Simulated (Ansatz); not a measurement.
Level of theory: Ansatz 0.2.0, DFT PBE, scalar-relativistic, plane waves, PAW. Settings: cutoff 420 eV, Γ-centred meshes spaced at most about 0.3 Å⁻¹, and about 0.25 Å⁻¹ or finer for metals (2π included), Gaussian smearing. No spin polarisation.

Each guess is relaxed in cell and atoms at zero pressure, on a coarse mesh first where it starts far from rest and then on a converged one. The steps can't lower the symmetry of the start, but it can rise. Energies are static (0 K, no zero-point motion).

Two unrelaxed guesses for In3Sb2As:

A.

Space group P3m1 (No. 156). a = 4.230 Å, b = 4.230 Å, c = 10.362 Å, α = 90.00°, β = 90.00°, γ = 120.00°
```
atom  site  symmetry       x       y       z
  In    1a       3m. 0.0000  0.0000  0.0000
  In    1b       3m. 0.3333  0.6667  0.6667
  In    1c       3m. 0.6667  0.3333  0.3333
  Sb    1b       3m. 0.3333  0.6667  0.9167
  Sb    1c       3m. 0.6667  0.3333  0.5833
  As    1a       3m. 0.0000  0.0000  0.2500
```

B.

Space group Pmm2 (No. 25). a = 5.736 Å, b = 8.942 Å, c = 3.131 Å, α = 90.00°, β = 90.00°, γ = 90.00°
```csv
atom,site,symmetry,x,y,z
In,1a,mm2,0.0000,0.0000,0.0000
In,2g,m..,0.0000,0.6667,0.0000
Sb,2h,m..,0.5000,0.6667,0.2500
As,1c,mm2,0.5000,0.0000,0.2500
```

Question: Where do they end, and which end is lower?

Answer: A ends lower, by 209 meV/atom. A: P3m1 at 26.8 Å³/atom → P3m1 at 34.2 Å³/atom; B: Pmm2 at 26.8 Å³/atom → Pmm2 at 27.2 Å³/atom. Counting As or Sb atoms around In (for each partner element, those within 1.25 times its shortest distance or 1.15 times the sum of covalent radii, where it is the nearest in units of that sum or under 1.3; a plus sign parts groups by distance over the sum of covalent radii; a slash parts the counts of unlike sites), the end of A has In 4 and the end of B has In 2/2+2. End of A. Conventional cell: a = 4.590 Å, c = 11.242 Å. Around In on its first site lie 1 As at 2.68 Å and 3 Sb at 2.84 Å; Sb on its first site has 4 In at 2.84–2.86 Å; As has 4 In at 2.68–2.77 Å; 3 more sites not described. End of B. Conventional cell: a = 6.002 Å, b = 8.871 Å, c = 3.066 Å. Around In on a site of symmetry mm2 lie 2 As at 3.04 Å, 2 In at 3.07 Å and 4 In at 3.27 Å; Sb has 1 As at 2.89 Å, 3 Sb at 3.07–3.13 Å and 2 In at 3.08 Å; around As lie 2 Sb at 2.89 Å, 2 In at 3.04 Å and 2 As at 3.07 Å; 1 more site not described.

Ends held by symmetry can be saddle points. These runs have no spin–orbit coupling, which can matter for Sb.
